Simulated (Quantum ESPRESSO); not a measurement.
Crystal: MnO2.

```
CELL_PARAMETERS angstrom
1.41785 0.81859 4.28669
-1.41785 0.81859 4.28669
0.00000 -1.63719 4.28669
ATOMIC_POSITIONS crystal
Mn 0.00000 0.00000 0.00000
O 0.25200 0.25200 0.25200
O 0.74800 0.74800 0.74800
```

The cell was built by a generator and needn't be a form met in nature.

Base run:

```yaml
Program: Quantum ESPRESSO 7.5
Functional: PBEsol
Potentials_or_basis: PseudoDojo 0.4.1 SR PBE standard
Cutoff: 1306 eV
Density_cutoff: 5225 eV
k_mesh: 8 × 8 × 8
Occupations: gaussian, width 0.05 eV
Spin: collinear spin, ferromagnetic start
Starting_moments: "[3.0, 0.0, 0.0] μB"
Hubbard_terms: Mn d U = 7 eV
```

Its results: band gap on the k mesh 0.62 eV, indirect (least direct gap 0.88 eV); pressure 8.0 GPa; net moment 3.00 μB per cell; site moments Mn +3.15; O -0.31 μB; largest force 1.024 eV/Å.

**Question.** After a change of settings the same cell gave: band gap on the k mesh 0.61 eV, indirect (least direct gap 0.90 eV); pressure 21.5 GPa; net moment 3.00 μB per cell; site moments Mn +3.20; O -0.33 μB; largest force 0.602 eV/Å. Which change was it?
A. functional from PBEsol to LDA
B. functional from PBEsol to RPBE
C. functional from PBEsol to PW91
D. functional from PBEsol to revPBE

**Answer.** B.

RPBE binds less tightly than PBEsol, so the same cell stands under more pressure.

Caveats: the potentials were made for another functional, which shifts forces and pressure; a cell with one magnetic atom can't hold antiferromagnetic order, which such compounds often take.

Runs at the PBE level aren't shown here.
